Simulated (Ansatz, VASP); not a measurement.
## ZnO: VASP beside Ansatz

File INCAR:

```
SYSTEM = ZnO
PREC = Accurate ; ENCUT = 600
EDIFF = 1E-7 ; ISMEAR = 0
SIGMA = 0.02 ; LREAL = .False.
LASPH = .True. ; NELM = 100
ALGO = Fast ; ISIF = 3
LWAVE = .False. ; LCHARG = .False.
GGA = PE ; IBRION = 2
NSW = 100 ; EDIFFG = -0.005
```

KPOINTS

```
regular mesh
0
Gamma
  9 9 6
  0 0 0
```

The input POSCAR:

```
ZnO
1.0
    3.2493987239      0.0000000000      0.0000000000
   -1.6246993619      2.8140618419      0.0000000000
    0.0000000000      0.0000000000      5.2038000000
Zn O
2 2
Direct
    0.3333333333      0.6666666667      0.0000000000
    0.6666666667      0.3333333333      0.5000000000
    0.3333333333      0.6666666667      0.3821000000
    0.6666666667      0.3333333333      0.8821000000
```

Input for Ansatz:

```yaml
crystal:
  lattice:
    - [3.2493987239, 0.0, 0.0]
    - [-1.6246993619, 2.8140618419, 0.0]
    - [0.0, 0.0, 5.2038]
  atoms:
    - { symbol: Zn, position: [0.3333333333, 0.6666666667, 0.0] }
    - { symbol: Zn, position: [0.6666666667, 0.3333333333, 0.5] }
    - { symbol: O, position: [0.3333333333, 0.6666666667, 0.3821] }
    - { symbol: O, position: [0.6666666667, 0.3333333333, 0.8821] }
basis:
  ecutwfc: 520.0
kpoints:
  mp_grid: { grid: [9, 9, 6] }
hamiltonian:
  xc: pbe
scf:
  occupations: { method: gaussian, width: 0.02 }
output:
  forces: true
  stress: true
  eigenvalues: true
  write_density: true
  write_potential: true
  elf: true
  volumetric_format: npy
relax:
  adjacent_minimum: "off"
  f_tol: 0.005
  max_steps: 80
  cell: { stress_tol: 0.05 }
```

Alike in both runs: task relaxation of cell and atoms; functional PBE; k mesh 9 × 9 × 6; occupations gaussian, width 0.02 eV; no spin polarisation.

|  | VASP | Ansatz |
| --- | --- | --- |
| version | VASP 6.6.1 | Ansatz 0.2.0 |
| potentials or method | VASP PAW PBE potentials, release 64 (Zn, O) | scalar-relativistic, plane waves, PAW |
| plane-wave cutoff (eV) | 600 | 520 |
| valence electrons in the cell | 36 | 36 |

|  | VASP | Ansatz | Ansatz less VASP |
| --- | --- | --- | --- |
| gap on the k mesh at the Fermi level, each at its own relaxed structure (eV) | 0.72 | 0.75 | +0.027 |
| relaxed volume (Å³/atom) | 12.40 | 12.32 | -0.076 |
| relaxed cell length with the largest relative difference (Å) | 3.286 | 3.279 | -0.0068 |
| energy change over the relaxation (meV/atom) | -9 | -7 | +2.4 |

A hybrid or GW would open this gap; PBE tends to underestimate it. PBE usually gives volumes a little too large and moduli too small. Zero-point motion and thermal expansion aren't in these numbers.
